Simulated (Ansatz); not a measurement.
# BeS (F-43m): thermal expansion from first principles, part 3 of 4

Wanted: α(T), C_P(T) and B(T) of BeS in the quasi-harmonic approximation.

What experiment has found for this phase:
- heat capacity C_P per formula unit 34.2 J/mol/K and bulk modulus 105 GPa near room temperature (given in “High-Throughput Prediction of Finite-Temperature Properties using the Quasi-Harmonic Approximation”, 2016, arXiv:1603.06924)

Ansatz 0.2.0; DFT LDA, scalar-relativistic, plane waves, PAW (the session's first sound run).

So far, isothermal bulk modulus at 298 K (GPa): step 5 (phonons on strained cells, functional LDA, q-mesh 2×2×2) 98.3. Also principal linear expansion coefficients at 298 K (× 1e-6/K): step 5 5.23.

The database entry behind the starting cell differs from later determinations by our own check (0.1 to 0.3 % short, probably kX units), so it need not match the best structure at ambient conditions.

### Step 7. The quasi-harmonic study, q-mesh 4×4×4

Thermal expansion follows from how the free energy of the vibrations (and of the electrons in a metal) changes with strain, so the program makes strained cells, their phonons and a fit in one run.

This step: DFT LDA, scalar-relativistic, plane waves, PAW (Ansatz 0.2.0).

The input, input.yaml:

```yaml
crystal:
  lattice:
    - [0.0, 2.3982014677, 2.3982014677]
    - [2.3982014677, 0.0, 2.3982014677]
    - [2.3982014677, 2.3982014677, 0.0]
  atoms:
    - { symbol: Be, position: [0.0, 0.0, 0.0] }
    - { symbol: S, position: [0.25, 0.25, 0.25] }
kpoints:
  mp_grid: { grid: [8, 8, 8] }
hamiltonian:
  xc: lda
scf:
  occupations: { method: fixed }
output:
  eigenvalues: true
phonons:
  method: dfpt
  qmesh: [4, 4, 4]
  temperatures: { t_max: 800.0, t_step: 50 }
  thermal_expansion: {}
```

On the command line:

```bash
> ansatz run input.yaml --threads 4 --pin off --max-ram 16384MiB --backend cpu --events-out ev --progress --plain --runs-dir out
```

Numbers of over 12 decimals in the logs are rounded to 6 here.

The program printed:

```text
[...]
Crystal: 2 atoms, lattice volume = 27.586 Å³
Basis set: ecut = 487.2 eV, 645 PW (Γ), exchange–correlation on 50×50×50 points (8 copies of the dense FFT grid, shifted against one another)
Bands: 8, of which v1, the nominal top of the filled ones, is band 4 counted from 1 (3 counted from 0)
Symmetry: 24 space group operations
[...]
k-points: 29 of 512 (time reversal used)
[...]
SCF iter   1: F=—  HF=-960.020285 eV  |F-HF|=—  |Δ(HF+E_count)|=         —  Δρ=4.66e-3  dr2=3.64e-3  ethr=1.77e-3  ⟨swp⟩=4.4  Hψ=1678  notcnv=0  defer=43
[...]
SCF iter   8: F=-960.019252 eV  HF=-960.019252 eV  |F-HF|=3.18e-12  |Δ(HF+E_count)|=  8.44e-11  Δρ=1.11e-7  dr2=3.98e-12  ethr=1.00e-12  ⟨swp⟩=6.9  Hψ=1279  notcnv=0
SCF 1 converged in 8 iterations: F = -960.019252 eV  dr2 = 3.98e-12
[...]
relax step   1: F+E_penalty+E_count = -960.01925165 eV  Δ(F+E_penalty+E_count) = +0.000e0 eV  max|allowed force component| = 1.295e-16 eV/Å  Δτ_max = 0.0000 Å  (8 SCF iters, accepted)
SCF converged after 8 iterations
Free energy (F): -960.019252 eV
[...]
Internal energy: -960.019252 eV  (E = F + TS)
E sigma→0 (E₀):  -960.019252 eV
Fermi energy:    5.554363 eV
[...]
--- Stress (GPa, compression-positive) ---
       -0.004885      -0.000000      -0.000000
       -0.000000      -0.004885       0.000000
       -0.000000       0.000000      -0.004885
  P = ⅓ Tr σ = -0.0049 GPa (-0.049 kbar)
--- Band table (eV; the first three rows and the last of 29) ---
[...]
── thermal expansion: 3 new cells, 3 in all ──
thermal expansion: relaxation of cell 2
thermal expansion: relaxation of cell 3
── thermal expansion: 2 new cells, 5 in all ──
thermal expansion: relaxation of cell 4
thermal expansion: lower-state search of cell 4
thermal expansion: phonons of cell 4
thermal expansion: relaxation of cell 5
thermal expansion: phonons of cell 5
── thermal expansion: 5 new cells, 10 in all ──
thermal expansion: relaxation of cell 6
thermal expansion: relaxation of cell 7
thermal expansion: relaxation of cell 8
thermal expansion: relaxation of cell 9
thermal expansion: relaxation of cell 10
thermal expansion: phonons of cell 6
thermal expansion: phonons of cell 7
--- Relaxed structure (1 steps of the walk, 1 accepted, 0 SCFs on fresh bases) ---
  F+E_penalty+E_count = -960.01925165 eV   max|allowed force component| = 1.295e-16 eV/Å
  atoms:
    - { symbol: Be, position: [0.0, 0.0, 0.0] }
    - { symbol: S, position: [0.25, 0.25, 0.25] }
--- Thermal expansion: 10 cells in 3 rounds, 0 GPa ---
  no lower state was reached at cell 4
  without vibrations: a 3.39152, b 3.39152, c 3.39152 Å, V 27.5846 Å³, B 102.16 GPa
  at 0 K: a 3.40318, b 3.40318, c 3.40318 Å, V 27.8702 Å³, B 99.70 GPa
  zero-point expansion: a +0.344, b +0.344, c +0.344, V +1.035 %
[...]
0.00    3.40318    3.40318    3.40318    27.8702 |    0.00    0.00    0.00    0.00 |    7.08 |     0.000     0.000 |    99.70    99.70
   100.00    3.40325    3.40325    3.40325    27.8719 |    0.75    0.75    0.75    2.25 |   10.35 |    10.842    10.842 |    99.63    99.64
   200.00    3.40396    3.40396    3.40396    27.8894 |    3.58    3.58    3.58   10.75 |   14.48 |    26.313    26.275 |    99.11    99.25
   298.15    3.40558    3.40558    3.40558    27.9291 |    5.90    5.90    5.90   17.69 |       - |    35.848    35.694 |    98.21    98.64
   350.00    3.40670    3.40670    3.40670    27.9567 |    6.72    6.72    6.72   20.16 |   19.00 |    39.021    38.787 |    97.67    98.26
   450.00    3.40919    3.40919    3.40919    28.0180 |    7.80    7.80    7.80   23.41 |   20.95 |    43.008    42.606 |    96.56    97.47
   550.00    3.41197    3.41197    3.41197    28.0868 |    8.50    8.50    8.50   25.50 |   22.41 |    45.392    44.815 |    95.41    96.64
   650.00    3.41496    3.41496    3.41496    28.1607 |    8.99    8.99    8.99   26.96 |   23.56 |    46.935    46.180 |    94.23    95.77
   750.00    3.41810    3.41810    3.41810    28.2383 |    9.36    9.36    9.36   28.08 |   24.50 |    48.010    47.074 |    93.03    94.88
   800.00    3.41971    3.41971    3.41971    28.2784 |    9.52    9.52    9.52   28.56 |   24.91 |    48.435    47.408 |    92.42    94.42
[...]
vibrations' free energy: its fit passes through its cells
  the electrons' free energy at temperature is not in it: every band gap is over 0.83 eV
  free energies summed between the sampled wave vectors
[...]
band gaps on the cells' k-points are 2.754 to 2.934 eV
```

It took 1.7 min on 4 threads of Arm Neoverse V2, shared host; peak memory 0.67 GiB.

This step gave:

```
volume expansion coefficient at 298 K            : 17.70 1e-6/K
C_P at 298 K                                     : 17.92 J/mol-atom/K
entropy at 298 K                                 : 14.93 J/mol-atom/K
isothermal bulk modulus at 298 K                 : 98.21 GPa
Grüneisen parameter at 298 K                     : 0.8189
principal linear expansion coefficients at 298 K : 5.898, 5.898, 5.898 1e-6/K
```

Strained cells of the study; zero-point energy where phonons were solved; the pressures are stresses at a fixed cutoff and can carry an offset from the finite basis. Expansion cells, by row:

| cell | \|a\| (Å) | \|b\| (Å) | \|c\| (Å) | V (Å³/atom) | E - E_lowest (meV/atom) | pressure, compression positive (GPa) | gap (eV) | zero-point energy (meV/atom) |
| --- | --- | --- | --- | --- | --- | --- | --- | --- |
| 1 | 3.392 | 3.392 | 3.392 | 13.79 | 0 | -0.015 | 2.824 | - |
| 2 | 3.419 | 3.419 | 3.419 | 14.13 | 2.486 | -2.348 | 2.878 | - |
| 3 | 3.365 | 3.365 | 3.365 | 13.47 | 2.537 | 2.539 | 2.769 | - |
| 4 | 3.392 | 3.392 | 3.392 | 13.79 | 0 | -0.027 | 2.825 | 77.38 |
| 5 | 3.409 | 3.409 | 3.409 | 14 | 0.998 | -1.512 | 2.858 | 76.03 |
| 6 | 3.417 | 3.417 | 3.417 | 14.11 | 2.238 | -2.233 | 2.875 | 75.35 |
| 7 | 3.43 | 3.43 | 3.43 | 14.27 | 4.978 | -3.266 | 2.899 | 74.35 |
| 8 | 3.358 | 3.358 | 3.358 | 13.39 | 3.962 | 3.205 | 2.754 | - |
| 9 | 3.375 | 3.375 | 3.375 | 13.59 | 0.97 | 1.544 | 2.79 | - |
| 10 | 3.45 | 3.45 | 3.45 | 14.51 | 11.05 | -4.732 | 2.934 | - |

Quasi-harmonic; a, b, c are the run's own cell vectors. Expansion, by row:

| T (K) | a (Å) | b (Å) | c (Å) | alpha (deg) | beta (deg) | gamma (deg) | cell volume (Å³/cell) | alpha_a (1e-6/K) | alpha_b (1e-6/K) | alpha_c (1e-6/K) | alpha_V (1e-6/K) | C_P (J/mol-atom/K) | C_V (J/mol-atom/K) | S (J/mol-atom/K) | B_T (GPa) | B_S (GPa) | Grueneisen | extrapolation | fit error (1e-6/K) |
| --- | --- | --- | --- | --- | --- | --- | --- | --- | --- | --- | --- | --- | --- | --- | --- | --- | --- | --- | --- |
| 0 | 3.403 | 3.403 | 3.403 | 60 | 60 | 60 | 27.87 | 0 | 0 | 0 | 0 | 0 | 0 | 0 | 99.7 | 99.7 | - | 0 | 0 |
| 50 | 3.403 | 3.403 | 3.403 | 60 | 60 | 60 | 27.87 | 0.1 | 0.1 | 0.1 | 0.31 | 1.17 | 1.17 | 0.357 | 99.69 | 99.7 | 0.225 | 0 | 0 |
| 100 | 3.403 | 3.403 | 3.403 | 60 | 60 | 60 | 27.87 | 0.75 | 0.75 | 0.75 | 2.25 | 5.421 | 5.421 | 2.426 | 99.63 | 99.64 | 0.348 | 0 | 0 |
| 150 | 3.403 | 3.403 | 3.403 | 60 | 60 | 60 | 27.88 | 2.07 | 2.07 | 2.07 | 6.21 | 9.595 | 9.59 | 5.429 | 99.44 | 99.49 | 0.54 | 0 | 0 |
| 200 | 3.404 | 3.404 | 3.404 | 60 | 60 | 60 | 27.89 | 3.58 | 3.58 | 3.58 | 10.75 | 13.16 | 13.14 | 8.695 | 99.11 | 99.25 | 0.681 | 0 | 0.01 |
| 250 | 3.405 | 3.405 | 3.405 | 60 | 60 | 60 | 27.91 | 4.9 | 4.9 | 4.9 | 14.7 | 15.93 | 15.88 | 11.94 | 98.68 | 98.96 | 0.767 | 0 | 0.01 |
| 298.1 | 3.406 | 3.406 | 3.406 | 60 | 60 | 60 | 27.93 | 5.9 | 5.9 | 5.9 | 17.69 | 17.92 | 17.85 | 14.93 | 98.21 | 98.64 | 0.819 | 0 | 0.01 |
| 300 | 3.406 | 3.406 | 3.406 | 60 | 60 | 60 | 27.93 | 5.93 | 5.93 | 5.93 | 17.8 | 17.99 | 17.91 | 15.04 | 98.19 | 98.62 | 0.82 | 0 | 0.01 |
| 350 | 3.407 | 3.407 | 3.407 | 60 | 60 | 60 | 27.96 | 6.72 | 6.72 | 6.72 | 20.16 | 19.51 | 19.39 | 17.93 | 97.67 | 98.26 | 0.855 | 0 | 0.01 |
| 400 | 3.408 | 3.408 | 3.408 | 60 | 60 | 60 | 27.99 | 7.33 | 7.33 | 7.33 | 21.99 | 20.64 | 20.49 | 20.61 | 97.12 | 97.87 | 0.878 | 0 | 0.01 |
| 450 | 3.409 | 3.409 | 3.409 | 60 | 60 | 60 | 28.02 | 7.8 | 7.8 | 7.8 | 23.41 | 21.5 | 21.3 | 23.1 | 96.56 | 97.47 | 0.895 | 0 | 0.01 |
| 500 | 3.411 | 3.411 | 3.411 | 60 | 60 | 60 | 28.05 | 8.19 | 8.19 | 8.19 | 24.56 | 22.17 | 21.93 | 25.4 | 95.99 | 97.06 | 0.908 | 0 | 0.01 |
| 550 | 3.412 | 3.412 | 3.412 | 60 | 60 | 60 | 28.09 | 8.5 | 8.5 | 8.5 | 25.5 | 22.7 | 22.41 | 27.54 | 95.41 | 96.64 | 0.918 | 0 | 0.01 |
| 600 | 3.413 | 3.413 | 3.413 | 60 | 60 | 60 | 28.12 | 8.76 | 8.76 | 8.76 | 26.28 | 23.12 | 22.79 | 29.53 | 94.82 | 96.2 | 0.926 | 0 | 0.01 |
| 650 | 3.415 | 3.415 | 3.415 | 60 | 60 | 60 | 28.16 | 8.99 | 8.99 | 8.99 | 26.96 | 23.47 | 23.09 | 31.4 | 94.23 | 95.77 | 0.933 | 0 | 0.01 |
| 700 | 3.417 | 3.417 | 3.417 | 60 | 60 | 60 | 28.2 | 9.18 | 9.18 | 9.18 | 27.55 | 23.76 | 23.34 | 33.15 | 93.63 | 95.32 | 0.939 | 0 | 0.02 |
| 750 | 3.418 | 3.418 | 3.418 | 60 | 60 | 60 | 28.24 | 9.36 | 9.36 | 9.36 | 28.08 | 24 | 23.54 | 34.8 | 93.03 | 94.88 | 0.944 | 0 | 0.02 |
| 800 | 3.42 | 3.42 | 3.42 | 60 | 60 | 60 | 28.28 | 9.52 | 9.52 | 9.52 | 28.56 | 24.22 | 23.7 | 36.35 | 92.42 | 94.42 | 0.948 | 0 | 0.03 |

Expansion coefficient against temperature; values in 1e-6/K:

| temperature (K) | volume | principal 1 |
| --- | --- | --- |
| 0 | 0 | 0 |
| 50 | 0.31 | 0.1 |
| 100 | 2.25 | 0.75 |
| 150 | 6.21 | 2.07 |
| 200 | 10.8 | 3.58 |
| 250 | 14.7 | 4.9 |
| 298 | 17.7 | 5.9 |
| 300 | 17.8 | 5.93 |
| 350 | 20.2 | 6.72 |
| 400 | 22.0 | 7.33 |
| 450 | 23.4 | 7.8 |
| 500 | 24.6 | 8.19 |
| 550 | 25.5 | 8.5 |
| 600 | 26.3 | 8.76 |
| 650 | 27.0 | 8.99 |
| 700 | 27.6 | 9.18 |
| 750 | 28.1 | 9.36 |
| 800 | 28.6 | 9.52 |

Changing the q-mesh (2×2×2 → 4×4×4) takes the volume expansion at 298 K from 15.7 to 17.7 × 10⁻⁶/K and B_T from 98.3 to 98.2 GPa.

### Step 8. A new level, relaxed again

The functional, the potentials or the cutoff change, so the crystal is relaxed again at the new setting.

This step: DFT PBE, scalar-relativistic, plane waves, PAW (Ansatz 0.2.0).

input.yaml, the sections that differ from step 7:

```yaml
hamiltonian:
  xc: pbe
output:
  forces: true
  stress: true
  eigenvalues: true
relax:
  adjacent_minimum: "off"
  f_tol: 0.001
  max_steps: 60
  cell: { stress_tol: 0.01 }
# crystal, kpoints, scf: as in step 7
# phonons: removed
```

Total energies of two functionals don't compare.

The program printed:

```text
[...]
Crystal: 2 atoms, lattice volume = 27.586 Å³
Basis set: ecut = 420 eV, 537 PW (Γ), exchange–correlation on 48×48×48 points (8 copies of the dense FFT grid, shifted against one another)
Bands: 8, of which v1, the nominal top of the filled ones, is band 4 counted from 1 (3 counted from 0)
Symmetry: 24 space group operations
[...]
k-points: 29 of 512 (time reversal used)
[...]
SCF iter   1: F=—  HF=-996.944802 eV  |F-HF|=—  |Δ(HF+E_count)|=         —  Δρ=9.36e-4  dr2=2.60e-4  ethr=1.77e-3  ⟨swp⟩=4.5  Hψ=1671  notcnv=0  defer=45
[...]
SCF iter   6: F=-996.944280 eV  HF=-996.944280 eV  |F-HF|=2.80e-10  |Δ(HF+E_count)|=   4.61e-8  Δρ=1.52e-6  dr2=7.52e-10  ethr=4.56e-10  ⟨swp⟩=5.0  Hψ=1385  notcnv=0
SCF 1 converged in 6 iterations: F = -996.944280 eV  dr2 = 7.52e-10
[...]
relax step   1: F+E_penalty+E_count = -996.94428019 eV  Δ(F+E_penalty+E_count) = +0.000e0 eV  max|allowed force component| = 1.758e-16 eV/Å  Δτ_max = 0.0000 Å  P = +5.048 GPa  Ω = 27.586 Å³  (6 SCF iters, dr2 threshold 1.00e-7 eV, accepted)
Crystal: 2 atoms, lattice volume = 28.350 Å³
[...]
SCF iter   5: F=-996.961232 eV  HF=-996.961232 eV  |F-HF|=5.93e-9  |Δ(HF+E_count)|=   5.94e-7  Δρ=4.01e-6  dr2=4.95e-9  ethr=2.50e-9  ⟨swp⟩=5.9  Hψ=1343  notcnv=0
SCF 2 converged in 5 iterations: F = -996.961232 eV  dr2 = 4.95e-9
[...]
relax step   2: F+E_penalty+E_count = -996.96123190 eV  Δ(F+E_penalty+E_count) = -1.695e-2 eV  max|allowed force component| = 4.857e-17 eV/Å  Δτ_max = 0.0000 Å  P = +2.143 GPa  Ω = 28.350 Å³  energy of the carried Pulay correction = -5.369e-5 eV  (5 SCF iters, dr2 threshold 2.00e-7 eV, accepted)
Crystal: 2 atoms, lattice volume = 28.941 Å³
[...]
SCF iter   5: F=-996.965332 eV  HF=-996.965332 eV  |F-HF|=3.37e-9  |Δ(HF+E_count)|=   3.38e-7  Δρ=2.84e-6  dr2=2.28e-9  ethr=2.50e-9  ⟨swp⟩=5.0  Hψ=1172  notcnv=0
SCF 3 converged in 5 iterations: F = -996.965332 eV  dr2 = 2.28e-9
[...]
relax step   3: F+E_penalty+E_count = -996.96533208 eV  Δ(F+E_penalty+E_count) = -4.100e-3 eV  max|allowed force component| = 4.742e-17 eV/Å  Δτ_max = 0.0000 Å  P = +0.134 GPa  Ω = 28.941 Å³  energy of the carried Pulay correction = -9.422e-5 eV  (5 SCF iters, dr2 threshold 2.00e-7 eV, accepted)
[...]
relax step   4: F+E_penalty+E_count = -996.96534673 eV  Δ(F+E_penalty+E_count) = -1.464e-5 eV  max|allowed force component| = 9.021e-17 eV/Å  Δτ_max = 0.0000 Å  P = +0.004 GPa  Ω = 28.982 Å³  energy of the carried Pulay correction = -9.696e-5 eV  (3 SCF iters, dr2 threshold 4.49e-8 eV, accepted)
[...]
SCF iter   5: F=-996.965461 eV  HF=-996.965461 eV  |F-HF|=3.41e-13  |Δ(HF+E_count)|=  1.61e-11  Δρ=3.50e-8  dr2=2.26e-13  ethr=1.00e-12  ⟨swp⟩=5.5  Hψ=1474  notcnv=0
SCF 5 converged in 5 iterations: F = -996.965461 eV  dr2 = 2.26e-13
relax step   5: F+E_penalty+E_count = -996.96546127 eV  Δ(F+E_penalty+E_count) = -1.145e-4 eV  max|allowed force component| = 8.789e-17 eV/Å  Δτ_max = 0.0000 Å  P = +0.009 GPa  Ω = 28.982 Å³  stress off target by 9.08e-3 GPa  SCF on the basis re-selected at this cell (its energy is not comparable with the rows above)  (5 SCF iters)
[...]
SCF converged after 5 iterations
Free energy (F): -996.965461 eV
[...]
Internal energy: -996.965461 eV  (E = F + TS)
E sigma→0 (E₀):  -996.965461 eV
Fermi energy:    5.156946 eV
[...]
--- Stress (GPa, compression-positive) ---
        0.009081      -0.000000      -0.000000
       -0.000000       0.009081       0.000000
       -0.000000       0.000000       0.009081
  P = ⅓ Tr σ = 0.0091 GPa (0.091 kbar)
--- Band table (eV; the first three rows and the last of 29) ---
[...]
--- Relaxed structure (4 steps of the walk, 4 accepted, 1 SCFs on fresh bases) ---
[...]
cell:  # Å, volume = 28.9818 Å³
    - [0, 2.437988, 2.437988]
    - [2.437988, 0, 2.437988]
    - [2.437988, 2.437988, 0]
  atoms:
    - { symbol: Be, position: [0, 0, 0] }
    - { symbol: S, position: [0.25, 0.25, 0.25] }
```

Run time: 1.7 s. Hardware: 4 threads; peak memory 0.28 GiB.

[end of part 3 of 4]

[Logs are printed without paths, hosts, clocks, repeated set-up lines and the standing remarks that a program may print on its own settings, such as how far it seeks lower states.]

[Hosts, paths, dates, database ids (printed as entryN), source tags and the programs' standing remarks are cut or masked in the printed files.]

[A step with changed settings may run another functional than the one named; its input shows which.]
